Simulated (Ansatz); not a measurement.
SrF2:
```
SrF2
1.0
    0.00000     2.92867     2.92867
    2.92867     0.00000     2.92867
    2.92867     2.92867     0.00000
Sr F
1 2
Cartesian
  0.00000   0.00000   0.00000
  1.46434   1.46434   1.46434
  4.39301   4.39301   4.39301
```

This is the PBE-relaxed structure.

All from PBE (plane waves, PAW; program Ansatz), unless another level is named. Give the highest zone-centre frequency (without LO–TO term).

8.11 THz.

Give the Debye temperature from the elastic constants.

359 K.

Space group Fm-3m (fluorite). The cell was relaxed with PBE under the symmetry of its start; phonons on a q-mesh show no instability.

Potentials: the later of the program's two PAW sets.
